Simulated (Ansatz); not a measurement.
## KTaO$_{3}$: energy along a strain

KTaO$_{3}$, Pm-3m, a = 3.988 Å (as given, not relaxed at this level: 5.4 GPa). The structure is a COD entry; whether it is the stable form wasn't checked. Ansatz: PBE, PAW, 420 eV, Γ-centred 8×8×8 mesh on 5 atoms, Gaussian smearing 0.05 eV; no spin polarisation. Cell vectors (Å): 3.988 0.000 0.000; 0.000 3.988 0.000; 0.000 0.000 3.988. The cell is strained by x per cent times the pattern (1 0 0 0 0 0) in the order xx yy zz yz xz xy (engineering shears), with fractional coordinates held. y is the free energy over the start, V0 = 12.688 Å³/atom. Points with a strain past 8.5 % were computed too (3) and aren't used here.

| x (%) | y (meV/atom) |
| --- | --- |
| -7.50 | ? |
| -5.00 | 76.43 |
| -2.50 | 23.28 |
| 0.00 | 0.00 |
| 2.50 | -0.15 |
| 5.00 | 17.38 |
| 7.50 | 48.20 |

Task: Fit y = c1 x + c2 x² + c3 x³ to the other rows, get the stiffness along the pattern, and predict the missing energy.

Result: Least squares on the rows shown. y = −4.4193 x + 1.8787 x² − 0.057903 x³. The clamped-ion stiffness p·C·p = 2 × 18.79 eV × 160.2 / 12.688 Å³ = 474 GPa, which is C11 in these axes (second derivative at the start, which stands under stress). At x = -7.50 the fit asked for gives 163.25 meV/atom. The run gave 167.92 meV/atom, so the fit is 4.67 meV/atom too low, 2.8 % of the span of the series, against an rms of 0.23 meV/atom on the fitted rows. The row lies outside the fitted range. With a term in x⁴ added, a fit to the same known rows predicts 167.31 meV/atom, so most of the miss is curvature that the known rows already hold.

Spin–orbit coupling is left out, which can shift energies with elements as heavy as these.

Symmetry holds off the tilts and polar distortions that many cubic perovskites undergo.